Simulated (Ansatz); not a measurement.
## Cr under changes of volume

One of the cells (13.784 Å³/atom); the others are scaled copies at fixed shape and fractional positions:

```
CELL_PARAMETERS angstrom
2.69578 0.00000 0.00000
-1.34789 2.33462 0.00000
0.00000 0.00000 4.38040
ATOMIC_POSITIONS crystal
Cr 0.66667 0.33333 0.75000
Cr 0.33333 0.66667 0.25000
```

This isn't the form of Cr at room conditions, which is bcc.

- Program: Ansatz 0.2.0
- Functional: PBEsol
- Potentials or basis: Ansatz PAW
- Cutoff: 420 eV (not typed: the program's choice for these potentials)
- k mesh: 11 × 11 × 6
- Occupations: fermi-dirac, width 0.05 eV
- Spin: collinear spin, ferromagnetic start
- Starting moments: [3.0, 3.0] μB

| volume (Å³/atom) | energy over the lowest point (meV/atom) | pressure (GPa) | moment (μB per cell) |
| --- | --- | --- | --- |
| 13.222 | 0.00 | -26.7 | 0.75 |
| 13.503 | 48.09 | -28.6 | 1.24 |
| 13.784 | 99.37 | -30.4 | 1.48 |
| 14.066 | ? | ? | ? |
| 14.347 | 210.02 | -30.8 | 2.04 |

**Question.** What does the run at 14.066 Å³/atom give?

**Answer.** Energy over the lowest point 154.12 meV/atom; pressure -32.1 GPa; moment 1.64 μB per cell.

Worked out: A Birch-Murnaghan fit of order 2 (a polynomial in V^(-2/3)) to the other rows has no minimum within the range. It gives 153.58 meV/atom at 14.066 Å³/atom, against the run's 154.12, and -dE/dV = -31.5 GPa, against -32.1. A parabola through the other rows of the moment, of slope 0.901 μB per Å³/atom there, gives 1.81 μB, against the run's 1.64.

Energies are extrapolated to zero smearing.

Caveats: the PAW data sets come from PBE, with cores solved anew for the run's functional, which leaves a small shift of forces and pressure.
